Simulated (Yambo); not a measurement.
**BAs in Yambo: convergence with bands in self energy**

Crystal: BAs.

```
As B
1.0
     0.00000    2.38850    2.38850
     2.38850    0.00000    2.38850
     2.38850    2.38850    0.00000
As B
1 1
Cartesian
  3.5827 3.5827 3.5827
  0.0000 0.0000 0.0000
```

- Program: Yambo 5.3.0
- Task: G0W0 quasiparticle levels
- Functional: PBEsol
- Potentials or basis: PseudoDojo 0.4.1 SR PBEsol standard
- Cutoff: 1143 eV
- Density cutoff: 4572 eV
- k mesh: 6 × 6 × 6
- Occupations: fixed
- Spin: no spin polarisation
- k mesh of the self-consistent run: 10 × 10 × 10
- Random integration of the Coulomb term: yes
- Direction of the field or of q to 0: x + y + z
- Broadening: 0.1 eV
- States corrected: Γ and the k points of the band edges
- Frequency dependence of W: plasmon pole
- Terminator of the band sum in the self-energy: none
- Quasiparticle equation: linearised (Newton)
- Imaginary frequency of the plasmon-pole fit: 27.2114 eV
- Bands in the response: 159
- Bands in the self-energy: 29
- Cutoff of the response matrix: 12 Ry
- Cutoff of exchange and Vxc: 84 Ry
- Bands corrected (first, last): [9, 11]

These are the settings of the first run; the series varies bands in self energy, with any setting tied to it.

The values tried are 29, 49, 89, 159, loosest first. From which on does the quasiparticle gap at the points computed stay within 0.05 eV of the tightest run that finished?

From 89 on.

```csv
bands in self energy,quasiparticle gap at the points computed (eV)
29,1.851
49,1.917
89,1.970
159,1.993
```

The tightest run that finished is the yardstick and may itself not be fully converged.

Caveat, for the tightest run too: the potentials hold a filled d shell without the s and p states of that shell, which can shift GW gaps by tenths of an eV, either way; this k mesh misses the band edges, so its gaps are larger than the crystal's; this version prints the column dSc/dw multiplied by 27.2; the quasiparticle gap listed is the Kohn-Sham gap on the denser mesh of the self-consistent run plus the correction found on the GW mesh, so it differs from the gap in the log.
